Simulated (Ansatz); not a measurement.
## NaF (Fm-3m): G0W0 and the starting functional

```
CELL_PARAMETERS angstrom
0.00000 2.28000 2.28000
2.28000 0.00000 2.28000
2.28000 2.28000 0.00000
ATOMIC_POSITIONS crystal
Na 0.00000 0.00000 0.00000
F 0.50000 0.50000 0.50000
```

Held fixed (Ansatz):

```json
{"datasets": "hard PAW set made for 700 eV", "k mesh": "4×4×4", "empty bands": "153", "response cutoff": "200 eV", "frequencies": "contour deformation", "q → 0 term": "analytic weight of Carrier, Rohra and Görling", "band sums": "cut at the band count"}
```

The gap is read direct at Γ, linearised, between the Kohn-Sham band edges among the points solved. ε∞ is the electronic dielectric constant on this mesh. Wave cutoffs: 700, 700 eV in the order of the table.

```json
{"orbitals": "PBE", "KS gap (eV)": "6.58", "G0W0 gap (eV)": "10.94", "ε∞": "1.8"}
{"orbitals": "r²SCAN", "KS gap (eV)": "7.41", "G0W0 gap (eV)": "11.37", "ε∞": "1.7"}
```

The Kohn-Sham gaps spread over 0.83 eV and the G0W0 gaps over 0.43 eV, so the dependence on the start shrinks but stays.

The cell is a model at fixed atoms and needn't be the relaxed known crystal. The PAW or pseudopotential files were made with PBE. The mesh is coarse, so these are values at the stated settings, not converged ones. Band sums or response are cut, so the gap isn't at its basis limit. With r²SCAN or HSE06 the Kohn-Sham levels are generalised ones.
